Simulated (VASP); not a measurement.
**Metal contacts to Si (111), sevenfold**

Where does the Fermi level of NiSi2, type A, NiSi2, type B, CoSi2, type A and CoSi2, type B fall in the gap of Si?

Main program and level: VASP 6.6.1; LDA; plane waves and PAW (Si), in the first sound run; inputs show where later runs differ.

Report form: the programs' logs are mostly left out.

**1. The starting structure**

It takes space group Fd-3m (No. 227, cubic). The conventional cell has a = 5.431 Å, b = 5.431 Å, c = 5.431 Å, α = 90.00°, β = 90.00°, γ = 90.00°. Si has 4 Si at 2.35 Å nearest.

As a file:

```cif
data_structure
_symmetry_space_group_name_H-M 'Fd-3m:1'
_symmetry_Int_Tables_number 227
_cell_length_a 5.4310
_cell_length_b 5.4310
_cell_length_c 5.4310
_cell_angle_alpha 90.000
_cell_angle_beta 90.000
_cell_angle_gamma 90.000
_cell_volume 160.19
loop_
_atom_site_label
_atom_site_type_symbol
_atom_site_symmetry_multiplicity
_atom_site_Wyckoff_symbol
_atom_site_fract_x
_atom_site_fract_y
_atom_site_fract_z
_atom_site_occupancy
Si1 Si 8 b 0.75000 0.75000 0.75000 1
```

**2. Relax the substrate crystal, LDA**

The substrate sets the in-plane lattice.

This step took 2 runs in a row; the last is shown.

Level: LDA; plane waves and PAW (Si).

File INCAR:

```
SYSTEM = Si
PREC = Accurate
ENCUT = 420
EDIFF = 1E-07
NELM = 120
ISMEAR = 0
SIGMA = 0.02
LREAL = .FALSE.
ALGO = Normal
GGA = CA
NBANDS = 18
LASPH = .TRUE.
LORBIT = 11
LWAVE = .FALSE.
LCHARG = .FALSE.
KPAR = 16
IBRION = 2
NSW = 40
ISIF = 3
EDIFFG = -0.005
POTIM = 0.4
```

File POSCAR:

```
Si
1.0
    3.8206975601      0.0000000000      0.0000000000
   -1.9103487795      3.3088211466      0.0000000000
    0.0000000000      0.0000000000      9.3565759632
Si
6
Direct
    0.0000000000      0.0000000000      0.0000047197
    0.3333333330      0.6666666670      0.0833286133
    0.3333333330      0.6666666670      0.3333380527
    0.6666666670      0.3333333330      0.4166619473
    0.6666666670      0.3333333330      0.6666713867
    0.0000000000      0.0000000000      0.7499952803
```

File KPOINTS:

```
Automatic mesh
0
Gamma
8 8 3
0 0 0
```

Potentials, in the order of the species: Si (LDA family, release 64).

Run with:

```
$ mpirun -np 16 vasp_std
```

Run time: 4.6 s. Hardware: 16 MPI ranks of AMD EPYC 9R14 (Zen 4), shared host; peak memory 2.7 GiB.

Read from the output:

```
energy(sigma→0) of the program : -35.7526 eV
stress, compression positive   : xx, yy, zz 0.01, 0.01, -0.02 GPa
volume                         : 118.286 Å³
ionic steps                    : 1
```

**3. Bulk band edges, LDA**

A bulk run places the substrate's levels against the mean potential at its cores.

Level: LDA; plane waves and PAW (Si).

File INCAR:

```
SYSTEM = Si
PREC = Accurate
ENCUT = 420
EDIFF = 1E-06
NELM = 100
ISMEAR = 0
SIGMA = 0.02
LREAL = .FALSE.
ALGO = Normal
GGA = CA
NBANDS = 18
LASPH = .TRUE.
LWAVE = .FALSE.
LCHARG = .FALSE.
KPAR = 16
```

POSCAR is that of step 2.

KPOINTS is that of step 2.

File KPOINTS_OPT:

```
Line mode
6
Line-mode
Reciprocal
  0.00000000  -0.32500000  -0.35000000
  0.00000000  -0.49500000  -0.01000000

  0.00000000   0.32500000  -0.35000000
  0.00000000   0.49500000  -0.01000000
```

Run with:

```
$ mpirun -np 16 vasp_std
```

Run time: 5 s. Hardware: 16 MPI ranks; peak memory 3.1 GiB.

This run gave:

* energy(sigma→0) of the program: -35.7526 eV
* stress, compression positive: xx, yy, zz 0.01, 0.01, -0.02 GPa

The run ends at a pressure of 0.00 GPa, with forces up to 0.0030 eV/Å.

**4. Bulk band edges, HSE06**

At this level only the shift of the substrate's edges against the mean potential of the cell is used.

Level: HSE06; plane waves and PAW (Si).

File INCAR:

```
SYSTEM = Si
PREC = Accurate
ENCUT = 420
EDIFF = 1E-06
NELM = 100
ISMEAR = 0
SIGMA = 0.02
LREAL = .FALSE.
ALGO = Normal
LHFCALC = .TRUE.
AEXX = 0.25
GGA = PE
HFSCREEN = 0.2
LASPH = .TRUE.
NBANDS = 18
PRECFOCK = Fast
LWAVE = .FALSE.
LCHARG = .FALSE.
KPAR = 4
```

POSCAR is that of step 3.

File KPOINTS:

```
Automatic mesh
0
Gamma
4 4 2
0 0 0
```

KPOINTS_OPT is that of step 3.

Run with:

```
$ mpirun -np 16 vasp_std
```

The job ended after 31 s (16 MPI ranks; peak memory 3.9 GiB).

This run gave:

* energy(sigma→0) of the program: -37.7515 eV

**5. Relax the partner on the substrate's cell, LDA**

One member in full, CoSi2, type A: held to the substrate's in-plane cell, its height is moved until the normal stress is near zero, five times at most.

This step took 5 runs, each at a new trial strain with the atoms of the one before; the last is shown.

Level: LDA, no spin polarisation; plane waves and PAW (Si, Co); cell typed or built by script.

System, named by how it was started: CoSi2. Symmetry: R-3m, No. 166, trigonal system. Conventional cell: a = 3.821 Å, b = 3.821 Å, c = 8.955 Å, α = 90.00°, β = 90.00°, γ = 120.00°. Nearest to Si lie 4 Co at 2.28 to 2.32 Å. Co has 8 Si at 2.28 to 2.32 Å nearest. Farther neighbours are not listed.

File INCAR:

```
SYSTEM = CoSi2
PREC = Accurate
ENCUT = 420
EDIFF = 1E-07
NELM = 120
ISMEAR = 1
SIGMA = 0.1
LREAL = .FALSE.
ALGO = Normal
GGA = CA
NBANDS = 34
LASPH = .TRUE.
LORBIT = 11
LWAVE = .FALSE.
LCHARG = .FALSE.
KPAR = 4
IBRION = 1
NSW = 25
ISIF = 2
EDIFFG = -0.004
POTIM = 0.3
```

File POSCAR:

```
CoSi2
1.0
    3.8206975600      0.0000000000      0.0000000000
   -1.9103487800      3.3088211470      0.0000000000
    0.0000000000      0.0000000000      8.9553228190
Si Co
6 3
Direct
    0.0000000000      0.0000000000      0.0045730660
    0.6666666670      0.3333333330      0.1620936010
    0.3333333330      0.6666666670      0.3379063990
    0.0000000000      0.0000000000      0.4954269340
    0.6666666670      0.3333333330      0.6712397330
    0.3333333330      0.6666666670      0.8287602670
    0.3333333330      0.6666666670      0.0833333330
    0.6666666670      0.3333333330      0.4166666670
    0.0000000000      0.0000000000      0.7500000000
```

File KPOINTS:

```
Automatic mesh
0
Gamma
10 10 4
0 0 0
```

Potentials, in the order of the species: Si and Co (LDA family, release 64).

Run with:

```
$ mpirun -np 4 vasp_std
```

The job ended after 52 s (4 MPI ranks; peak memory 0.88 GiB; 2.7 min of CPU time).

This run gave:

* energy(sigma→0) of the program: -65.6504 eV
* stress, compression positive: xx, yy, zz -7.89, -7.89, 0.06 GPa
* ionic steps: 1

**6. Bulk band edges, LDA**

A bulk run places the partner's levels against the mean potential at its cores. For a metal the barrier needs only the Fermi level of the interface cell; this run checks the strained metal.

Level: LDA, no spin polarisation; plane waves and PAW (Si, Co); cell typed or built by script.

File INCAR:

```
SYSTEM = CoSi2
PREC = Accurate
ENCUT = 420
EDIFF = 1E-06
NELM = 100
ISMEAR = 1
SIGMA = 0.1
LREAL = .FALSE.
ALGO = Normal
GGA = CA
NBANDS = 32
LASPH = .TRUE.
LWAVE = .FALSE.
LCHARG = .FALSE.
KPAR = 4
```

POSCAR is that of step 5.

KPOINTS is that of step 5.

Run with:

```
$ mpirun -np 4 vasp_std
```

Elapsed: 44 s, on 4 MPI ranks; peak memory 0.86 GiB.

Read from the output:

```
energy(sigma→0) of the program : -65.6504 eV
stress, compression positive   : xx, yy, zz -7.85, -7.85, 0.10 GPa
```

The run ends at a pressure of -5.20 GPa, with forces up to 0.0033 eV/Å.

**7. Relax the interface, LDA**

Twelve layers of Si and five triple layers of CoSi2, aligned (type A). Atoms relax, and the height is moved while the normal stress exceeds 0.4 GPa, three times at most; a third move is not followed by a relaxation.

This step took 3 runs in a row; the last is shown.

Level: LDA, no spin polarisation; plane waves and PAW (Si, Co).

System, named by how it was started: Si/CoSi2, type A (111), sevenfold. The cell holds 27 atoms: 22 Si and 5 Co. Cell: a = 3.821 Å, b = 3.821 Å, c = 34.038 Å, α = 90.0°, β = 90.0°, γ = 120.0°. It derives from Si. Twelve layers of Si and five triple layers of CoSi2, aligned (type A). The structure's axis is c.

File INCAR:

```
SYSTEM = Co5Si22
PREC = Normal
ENCUT = 420
EDIFF = 1E-05
NELM = 120
ISMEAR = 0
SIGMA = 0.05
LREAL = Auto
ALGO = Fast
GGA = CA
NBANDS = 88
LASPH = .TRUE.
LORBIT = 11
LWAVE = .FALSE.
LCHARG = .FALSE.
KPAR = 4
IBRION = 2
NSW = 60
ISIF = 2
EDIFFG = -0.03
POTIM = 0.4
MAXMIX = 40
ISYM = 2
```

File POSCAR:

```
Co5Si22
1.0
    3.8206975600      0.0000000000      0.0000000000
   -1.9103487800      3.3088211470      0.0000000000
    0.0000000000      0.0000000000     34.0375472620
Si Co
22 5
Direct
    0.0000000000      0.0000000000      0.9972966556
    0.3333333330      0.6666666670      0.0200138342
    0.3333333330      0.6666666670      0.0888370809
    0.6666666670      0.3333333330      0.1117062619
    0.6666666670      0.3333333330      0.1805122196
    0.0000000000      0.0000000000      0.2034088398
    0.0000000000      0.0000000000      0.2722335202
    0.3333333330      0.6666666670      0.2951301394
    0.3333333330      0.6666666670      0.3639360971
    0.6666666670      0.3333333330      0.3868052781
    0.6666666670      0.3333333330      0.4556285248
    0.0000000000      0.0000000000      0.4783457044
    0.0000000000      0.0000000000      0.5473352892
    0.6666666670      0.3333333330      0.5823554322
    0.3333333330      0.6666666670      0.6304723720
    0.0000000000      0.0000000000      0.6712238744
    0.6666666670      0.3333333330      0.7168995434
    0.3333333330      0.6666666670      0.7587415336
    0.0000000000      0.0000000000      0.8044172026
    0.6666666670      0.3333333330      0.8451687040
    0.3333333330      0.6666666670      0.8932856448
    0.0000000000      0.0000000000      0.9283057868
    0.3333333330      0.6666666670      0.5648217348
    0.6666666670      0.3333333330      0.6494144579
    0.0000000000      0.0000000000      0.7378205380
    0.3333333330      0.6666666670      0.8262266181
    0.6666666670      0.3333333330      0.9108193422
```

File KPOINTS:

```
Automatic mesh
0
Gamma
9 9 1
0 0 0
```

Run with:

```
$ mpirun -np 4 vasp_std
```

Elapsed: 77 s, on 4 MPI ranks; peak memory 1.3 GiB; 4.8 min of CPU time.

This run gave:

| Quantity | Value |
| --- | --- |
| energy(sigma→0) of the program | -179.4886 eV |
| stress, compression positive | xx, yy, zz -2.03, -2.03, -0.11 GPa |
| ionic steps | 2 |

**8. Potential of the interface, LDA**

The core potentials in the middle of the substrate's layer tie its bulk scale to this cell.

Level: LDA, no spin polarisation; plane waves and PAW (Si, Co).

File INCAR:

```
SYSTEM = Co5Si22
PREC = Accurate
ENCUT = 420
EDIFF = 1E-06
NELM = 120
ISMEAR = 0
SIGMA = 0.05
LREAL = .FALSE.
ALGO = Normal
GGA = CA
NBANDS = 88
LASPH = .TRUE.
LORBIT = 11
LWAVE = .FALSE.
LCHARG = .TRUE.
KPAR = 4
LVHAR = .TRUE.
NEDOS = 1500
```

File POSCAR:

```
Co5Si22
1.0
    3.8206975600      0.0000000000      0.0000000000
   -1.9103487800      3.3088211470      0.0000000000
    0.0000000000      0.0000000000     34.0375472620
Si Co
22 5
Direct
    0.0000000000      0.0000000000      0.9972641716
    0.3333333330      0.6666666670      0.0200396658
    0.3333333330      0.6666666670      0.0888155416
    0.6666666670      0.3333333330      0.1117325184
    0.6666666670      0.3333333330      0.1804889053
    0.0000000000      0.0000000000      0.2034352994
    0.0000000000      0.0000000000      0.2722070606
    0.3333333330      0.6666666670      0.2951534537
    0.3333333330      0.6666666670      0.3639098406
    0.6666666670      0.3333333330      0.3868268174
    0.6666666670      0.3333333330      0.4556026932
    0.0000000000      0.0000000000      0.4783781884
    0.0000000000      0.0000000000      0.5472962110
    0.6666666670      0.3333333330      0.5823742689
    0.3333333330      0.6666666670      0.6304154820
    0.0000000000      0.0000000000      0.6712507071
    0.6666666670      0.3333333330      0.7168587653
    0.3333333330      0.6666666670      0.7587823117
    0.0000000000      0.0000000000      0.8043903699
    0.6666666670      0.3333333330      0.8452255940
    0.3333333330      0.6666666670      0.8932668081
    0.0000000000      0.0000000000      0.9283448650
    0.3333333330      0.6666666670      0.5648316796
    0.6666666670      0.3333333330      0.6493940906
    0.0000000000      0.0000000000      0.7378205380
    0.3333333330      0.6666666670      0.8262469854
    0.6666666670      0.3333333330      0.9108093974
```

KPOINTS is that of step 7.

Run with:

```
$ mpirun -np 4 vasp_std
```

Wall time 3.5 min (4 MPI ranks); peak memory 1.8 GiB; 14 min of CPU time.

Read from the output:

| Item | Value |
| --- | --- |
| energy(sigma→0) of the program | -179.4831 eV |
| stress, compression positive | xx, yy, zz -1.78, -1.78, 0.13 GPa |

By hand, at LDA: in bulk Si the valence top lies 90.646 eV above the mean core potential (averaged over elements). Over the two or four atoms of each element nearest the middle of the Si layer of the interface cell that potential is -83.032 eV, which puts the valence top at 7.614 eV; the Fermi level of the cell is 7.774 eV, so the hole barrier is 0.16 eV.

**9. The table**

Hybrid runs start from orbitals of a short LDA run, not shown.

Runs beyond LDA use the data sets made with LDA; this shifts their levels slightly, and their total energies have another zero.

The other members went through these steps as far as the tables show, with one cutoff; 36 runs are not shown. The session took 6.2 core hours (wall time by ranks) on a shared machine.

Line-up of core potentials from the interface at LDA; other levels change the bulk edges alone, each counted from the mean potential of its bulk cell. Gaps of the substrate: LDA 0.44 eV, HSE06 1.12 eV.

```
      partner  atoms  mean in-plane stress of the strained partner, tension positive (GPa)  gap of the whole cell (eV)  largest spread of the line-up between elements of one side (eV)
NiSi2, type A     27                                                                   1.9                        0.00                                                             0.01
NiSi2, type B     27                                                                   1.9                        0.00                                                             0.02
CoSi2, type A     27                                                                   7.9                        0.00                                                             0.01
CoSi2, type B     27                                                                   7.9                        0.00                                                             0.00
```

At LDA:

```
      partner  Fermi level above the valence-band top, LDA (eV)  conduction-band bottom above the Fermi level, LDA (eV)
NiSi2, type A                                              0.25                                                    0.19
NiSi2, type B                                              0.03                                                    0.42
CoSi2, type A                                              0.16                                                    0.28
CoSi2, type B                                              0.06                                                    0.38
```

At HSE06:

```
      partner  Fermi level above the valence-band top, HSE06 (eV)  conduction-band bottom above the Fermi level, HSE06 (eV)
NiSi2, type A                                                0.44                                                      0.68
NiSi2, type B                                                0.21                                                      0.91
CoSi2, type A                                                0.35                                                      0.78
CoSi2, type B                                                0.25                                                      0.87
```

**10. Results**

| Quantity | Value |
| --- | --- |
| NiSi2, type A, HSE06 | hole barrier 0.44 eV, electron barrier 0.68 eV |
| NiSi2, type B, HSE06 | hole barrier 0.21 eV, electron barrier 0.91 eV |
| CoSi2, type A, HSE06 | hole barrier 0.35 eV, electron barrier 0.78 eV |
| CoSi2, type B, HSE06 | hole barrier 0.25 eV, electron barrier 0.87 eV |

Going from LDA to HSE06 moves the hole barriers of NiSi2, type A, NiSi2, type B, CoSi2, type A and CoSi2, type B by 0.19 eV. CoSi2, type A and CoSi2, type B are under more than 3 GPa of in-plane stress along one axis or both, more than a thick film would hold. The hole barrier is lowest for NiSi2, type B and highest for NiSi2, type A, 0.23 eV apart. Only the edges of Si move to HSE06; the metal's Fermi level stays that of the LDA run, so these barriers are estimates, not HSE06 results for the interface; part of the shift is the step from LDA to the PBE base of the hybrid, which the metal would share. All runs are without spin polarisation, which may matter for NiSi2, type A, NiSi2, type B, CoSi2, type A and CoSi2, type B. The two barriers add up to the substrate's gap at that level, 1.12 eV. Levels beyond the first ran on coarser meshes, which moves edges by some hundredths of an eV. The bounds that sort cases in this text are picked. The interfaces are ideal and a few layers thick: no intermixing, defects or band bending.

[Lines on the potential files, build, host, timing and source positions are cut from VASP's logs without a mark.]

[Logs are printed without paths, hosts, clocks, repeated set-up lines and the standing remarks that a program may print on its own settings, such as how far it seeks lower states.]

[Hosts, paths, dates, database ids (printed as entryN), source tags and the programs' standing remarks are cut or masked in the printed files.]

[In band tables of VASP the shares of atoms and orbitals are scaled to a sum of 1 inside the atoms' spheres.]
